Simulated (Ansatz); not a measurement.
# Al: the cost of one run

Method: DFT PBE, scalar-relativistic, plane waves, PAW, in Ansatz 0.2.0.

This is Al in the hcp structure; at room conditions it is fcc.

1 further run of the same task is left out (set aside as unsound or not needed).

## (1) The structure to begin with

Symmetry: P6_3/mmc, No. 194, hexagonal system. The conventional cell has a = 2.851 Å, b = 2.851 Å, c = 4.729 Å, α = 90.00°, β = 90.00°, γ = 120.00°. Al (site symmetry -6m2) is surrounded by 12 Al at 2.85 to 2.88 Å.

Coordinates:

```
Al
1.0
     1.42549   -2.46899    0.00000
     1.42549    2.46899    0.00000
     0.00000    0.00000    4.72936
Al
2
Cartesian
  1.4255 0.8231 1.1823
  1.4255 -0.8231 3.5470
```

It is the end of an earlier relaxation with the same method, from a generated guess; it is a trial structure. At a tolerance of 0.05 Å it has space group P6_3/mmc (No. 194); it has 16.65 Å³/atom, an uncorrected energy of +0.03 eV/atom over the standard state.

## (2) Static run: bands, density of states and charges

The input, input.yaml:

```yaml
crystal:
  lattice:
    - [1.4254871154, -2.4689900303, 0.0]
    - [1.4254871154, 2.4689900303, 0.0]
    - [0.0, 0.0, 4.7293618874]
  atoms:
    - { symbol: Al, position: [0.333306642, 0.666693358, 0.25] }
    - { symbol: Al, position: [0.666693358, 0.333306642, 0.75] }
basis:
  ecutwfc: 420
kpoints:
  mp_grid: { grid: [22, 22, 12] }
  band_path:
    path:
      - [[0.0, 0.0, 0.0], [2.64e-06, 0.49999934, 0.0], [-0.33332937, 0.66666403, 0.0], [0.0, 0.0, 0.0], [0.0, 0.0, 0.5], [2.64e-06, 0.49999934, 0.5], [-0.33332937, 0.66666403, 0.5], [0.0, 0.0, 0.5]]
      - [[2.64e-06, 0.49999934, 0.5], [2.64e-06, 0.49999934, 0.0]]
      - [[-0.33332937, 0.66666403, 0.5], [-0.33332937, 0.66666403, 0.0]]
    npoints: 14
hamiltonian:
  xc: pbe
scf:
  occupations: { method: gaussian, width: 0.1 }
  n_extra_bands: 6
output:
  forces: true
  stress: true
  eigenvalues: true
  populations: true
  dos: { projected: true, de: 0.02, nscf_kmesh: { grid: [27, 27, 15] } }
  bader: true
  write_density: true
  write_potential: true
  elf: true
  volumetric_format: npy
```

Started as:

```console
ansatz run input.yaml --threads 1 --pin off --max-ram 2560MiB --backend cpu --events-out ev --progress --plain --runs-dir out
```

Q: Estimate wall time and peak memory on 1 thread of Arm Neoverse V1, shared host.

About 42 s, with a peak of 0.59 GiB.
